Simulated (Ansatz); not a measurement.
Consider the substitution at a C–C bond: `CC(C)CCO` + `O[SiH2]S[SiH2]Cl` → `CO[SiH2]S[SiH2]Cl` + `CCCCO`.

Computed with Ansatz on PBE0-D4/def2-TZVP structures; ΔE is electronic, products minus reactants. CBS: MP2 limit from def2 TZ/QZ plus the TZ coupled-cluster correction, frozen cores. Functionals use def2-TZVPP. Each species was taken in one conformer, which may not be the lowest.

| species | ωB97M-V energy (Eh) |
| --- | --- |
| `CC(C)CCO` | -272.94489 |
| `O[SiH2]S[SiH2]Cl` | -1515.73459 |
| `CO[SiH2]S[SiH2]Cl` | -1555.01788 |
| `CCCCO` | -233.63772 |

Question: Work out ΔE.

Answer: ΔE = (-1555.01788) + (-233.63772) − (-272.94489) − (-1515.73459) = 0.02388 Eh = +0.65 eV. CCSD(T)/CBS gives +0.68 eV.

Largest T1 diagnostic among the species: 0.011.

In def2-TZVPP, CCSD(T) changes the Hartree–Fock value by +0.17 eV (the triples alone add +0.02 eV) and MP2 by +0.24 eV.
